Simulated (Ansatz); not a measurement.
# In: a line through an energy map

One table from this session's results is given with a row withheld; the runs are named, their logs left out.

Computed with Ansatz 0.2.0 (DFT LDA, scalar-relativistic, plane waves, PAW, unless a step's input says otherwise).

17 further runs of the same task are left out: 17 set aside as unsound or not needed.

## The structure to begin with

It takes space group I4/mmm (No. 139, tetragonal). The conventional cell has a = 3.151 Å, b = 3.151 Å, c = 4.948 Å, α = 90.00°, β = 90.00°, γ = 90.00°. Around In (site symmetry 4/mmm) lie 12 In at 3.15 to 3.33 Å.

Coordinates:

```
In
1.0
    -1.57526    1.57526    2.47379
     1.57526   -1.57526    2.47379
     1.57526    1.57526   -2.47379
In
1
Direct
  0.00000 0.00000 0.00000
```

It is the result of an earlier relaxation at this level (volume 24.55 Å³/atom; gap on the mesh: none (metal)).

## The scan

The energy is mapped over volume and the cell's shape.

- volume per atom: 7 values from 21.61 to 27.50 Å³
- c/a of the conventional cell: 7 values from 1.392 to 1.772

Nothing else is relaxed (symmetry fixes all fractional coordinates). Energies count from the relaxed crystal. Points are written as (first, second).

Set-up of the first run:

File input.yaml:

```yaml
crystal:
  lattice:
    - [-1.4696260693, 1.4696260693, 2.5011566073]
    - [1.4696260693, -1.4696260693, 2.5011566073]
    - [1.4696260693, 1.4696260693, -2.5011566073]
  atoms:
    - { symbol: In, position: [0.0, 0.0, 0.0] }
basis:
  ecutwfc: 420
kpoints:
  mp_grid: { grid: [22, 22, 22] }
hamiltonian:
  xc: lda
  pseudopotentials: { kind: paw }
scf:
  occupations: { method: gaussian, width: 0.15 }
output:
  forces: true
  stress: true
  eigenvalues: true
```

Command:

```bash
ansatz run input.yaml --threads 1 --pin off --max-ram 2048MiB --backend cpu --events-out ev --progress --plain --runs-dir out
```

Among the steps run: Grid point (21.61 Å³, 1.702); Grid point (22.59 Å³, 1.702); The run at (23.57 Å³, 1.702); Grid point (25.54 Å³, 1.702); The run at (27.50 Å³, 1.702).

One table of the session follows, with a row left open; its other results are not shown here.

It belongs to the step «The line in numbers». 

| volume per atom (Å³) | energy (meV/atom) | slope (meV/atom per Å³) | pressure (GPa) |
| --- | --- | --- | --- |
| 21.61 | 85 | −58 | 9.2 |
| 22.59 | ? | ? | ? |
| 23.57 | 15 | −16 | 2.6 |
| 24.55 | 6 | −2 | 0.3 |
| 25.54 | 10 | 9 | −1.5 |
| 26.52 | 24 | 18 | −2.9 |
| 27.50 | 46 | 25 | −4.0 |

Q: Estimate the row for volume per atom (Å³) = 22.59 from the others.

Worked estimate for «energy (meV/atom)». A straight line through the neighbours (21.61, 85) and (23.57, 15) gives 85 + (15 − 85) × (22.59 − 21.61) / (23.57 − 21.61) = 50; a parabola fitted to 3 rows on both sides gives 41.

As computed: energy (meV/atom): 40; slope (meV/atom per Å³): −35; pressure (GPa): 5.5. In «energy (meV/atom)» the line misses by +10 and the parabola by +1.

Energies count from the relaxed crystal. Rows without a step come from runs not printed here or follow by symmetry.

In words: Along the line the energy is lowest at 24.55 Å³, 6 meV/atom from the zero. V·d²E/dV² there is about 50 GPa, a bulk modulus under this line's constraint. The well is lopsided: two grid steps out, the energy rises by 33 meV/atom towards smaller values and 18 meV/atom towards larger ones. The highest point computed, at 21.61 Å³, lies 78 meV/atom above the lowest.
